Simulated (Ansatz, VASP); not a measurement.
## One calculation of TiO2, two programs

INCAR

```
  ALGO = Normal
  EDIFF = 1E-6
  ENCUT = 520
  GGA = PE
  ISIF = 2
  ISMEAR = -1
  LASPH = T
  LCHARG = F
  LREAL = F
  LWAVE = F
  NBANDS = 33
  NELM = 60
  PREC = Accurate
  SIGMA = 0.02
```

Contents of KPOINTS:

```
k-points
0
Gamma
  6 6 8
```

Contents of POSCAR:

```
TiO2
1.0
    4.5968534940      0.0000000000      0.0000000000
    0.0000000000      4.5968534940      0.0000000000
    0.0000000000      0.0000000000      2.8353516159
Ti O
2 4
Direct
    0.0000000000      0.0000000000      0.0000000000
    0.5000000000      0.5000000000      0.5000000000
    0.3026069597      0.3026069597      0.0000000000
    0.1973930403      0.8026069597      0.5000000000
    0.8026069597      0.1973930403      0.5000000000
    0.6973930403      0.6973930403      0.0000000000
```

Input for Ansatz:

```yaml
crystal:
  lattice:
    - [4.596853494, 0.0, 0.0]
    - [0.0, 4.596853494, 0.0]
    - [0.0, 0.0, 2.8353516159]
  atoms:
    - { symbol: Ti, position: [0.0, 0.0, 0.0] }
    - { symbol: Ti, position: [0.5, 0.5, 0.5] }
    - { symbol: O, position: [0.3026069597, 0.3026069597, 0.0] }
    - { symbol: O, position: [0.1973930403, 0.8026069597, 0.5] }
    - { symbol: O, position: [0.8026069597, 0.1973930403, 0.5] }
    - { symbol: O, position: [0.6973930403, 0.6973930403, 0.0] }
kpoints:
  mp_grid: { grid: [6, 6, 8] }
  band_path:
    path:
      - [0.0, 0.0, 0.0]
      - [0.0, 0.5, 0.0]
      - [0.5, 0.5, 0.0]
      - [0.0, 0.0, 0.5]
      - [0.0, 0.5, 0.5]
      - [0.5, 0.5, 0.5]
    npoints: 1
hamiltonian:
  xc: pbe
scf:
  occupations: { method: fermi_dirac, width: 0.02 }
  n_extra_bands: 5
output:
  forces: true
  stress: true
  eigenvalues: true
```

Change from the starting cell: uniaxial_z strain -4.0%.

Alike in both runs: task single point; functional PBE; k mesh 6 × 6 × 8; occupations fermi-dirac, width 0.02 eV; no spin polarisation.

```csv
,VASP,Ansatz
version,VASP 6.6.1,Ansatz 0.2.0
potentials or method,"VASP PAW PBE potentials, release 64 (Ti_sv, O)","plane waves, PAW"
plane-wave cutoff (eV),520,420
valence electrons in the cell,48,48
```

```tsv
	VASP	Ansatz	Ansatz less VASP
gap on the k mesh at the Fermi level (eV)	1.94	1.96	+0.025
pressure (GPa)	18.3	17.6	-0.67
largest component of the traceless stress (GPa)	10.20	9.99	-0.213
rms of the force components (eV/Å)	0.051	0.034	-0.0174
```

Atom by atom the forces differ by 0.017 eV/Å (rms over components).

Caveats: so large a pressure means that the cell lies far from this level's equilibrium, or that cutoff or potentials fall short (VASP). A k mesh can miss the band edges.
